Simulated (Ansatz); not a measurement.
**LiCl under compression: one row to predict**

It was reached by relaxing an invented guess, and it needn't be the stable form of this composition.

The calculation used DFT PBE, scalar-relativistic, plane waves, PAW (Ansatz). Cutoff 420 eV, Γ-centred 6×6×2 mesh (8-atom cell), Gaussian smearing of 0.02 eV, no spin polarisation.

```
Li Cl
1.0
     3.62127    0.00000    0.00000
    -1.81063    3.13611    0.00000
     0.00000    0.00000   12.02068
Li Cl
4 4
Direct
  0.33333 0.66667 0.87672
  0.66667 0.33333 0.12328
  0.66667 0.33333 0.37672
  0.33333 0.66667 0.62328
  0.66667 0.33333 0.75000
  0.00000 0.00000 0.00000
  0.33333 0.66667 0.25000
  0.00000 0.00000 0.50000
```

The cell was set to several volumes, with shape and atoms relaxed at each where symmetry leaves them free. Pressure is positive in compression, and energies count from the lowest row.

| row | V (Å³/atom) | P (GPa) | ΔE (meV/atom) | gap on mesh (eV) |
| --- | --- | --- | --- | --- |
| 1 | 15.017 | 5.37 | 30.6 | 6.85 |
| 2 | 15.529 | 3.69 | 16.3 | 6.78 |
| 3 | 16.041 | ? | ? | ? |
| 4 | 16.552 | 1.04 | 1.6 | 6.39 |
| 5 | 17.064 | 0.00 | 0.0 | 6.21 |
| 6 | 17.576 | -0.88 | 1.4 | 6.05 |
| 7 | 18.088 | -1.64 | 5.5 | 5.90 |
| 8 | 18.771 | -2.47 | 14.3 | 5.71 |

Problem. Find B = −V·ΔP/ΔV from rows 4 and 6 and from rows 1 and 2, and from the two its slope B′ and its value B0 at zero pressure.

Solution. Rows 4 and 6 give −(16.552 + 17.576)/2 × (-0.88 − (1.04))/(17.576 − 16.552) = 32.0 GPa at a mean pressure of 0.08 GPa. Rows 1 and 2 give −(15.017 + 15.529)/2 × (3.69 − (5.37))/(15.529 − 15.017) = 50.1 GPa at a mean pressure of 4.53 GPa. So B′ = (50.1 − 32.0)/(4.53 − (0.08)) = 4.07 and B0 = 32.0 − 4.07 × (0.08) = 31.7 GPa. A third-order Birch–Murnaghan fit to all the energies gives B0 = 31.9 GPa and B′ = 4.3.

Problem. Estimate the pressure and energy of row 3.

Solution. From row 5, V0 = 17.064 × (1 + (0.00)/31.7) = 17.064 Å³/atom. Murnaghan's form P = (B0/B′)·[(V0/V)^B′ − 1] gives (31.7/4.07) × [(17.064/16.041)^4.07 − 1] = 2.23 GPa; the computed pressure is 2.26 GPa, so the estimate is off by -0.03 GPa. The work of compression from row 4, with the mean of the two pressures, gives ΔE = 1.6 + (2.23 + 1.04)/2 × (16.552 − 16.041)/160.2 × 1000 = 6.8 meV/atom (1 eV/Å³ = 160.2 GPa); the computed value is 6.8 meV/atom.

Problem. Fit the gap against pressure through the other rows and estimate it at the computed pressure of row 3.

Solution. Over the 7 rows the mean pressure is 0.7300 GPa and the mean gap is 6.270 eV. The sums of products of deviations are S_xx = 49.37 and S_xy = 7.305, so the slope is 7.305/49.37 = 0.148 (r = 0.99, rms misfit 0.07 eV). At 2.26 GPa the line gives 6.270 + (0.148) × (2.26 − 0.7300) = 6.50 eV. The computed value is 6.58 eV, so the line is off by -0.08 eV, no more than the largest miss among the fitted rows (0.11 eV).

Kohn–Sham gaps at this level usually fall short of measured ones. All volumes keep the k mesh of the relaxed cell. A later test with randomly moved atoms came back to the same energy, though modes that don't fit the test's cell weren't probed.
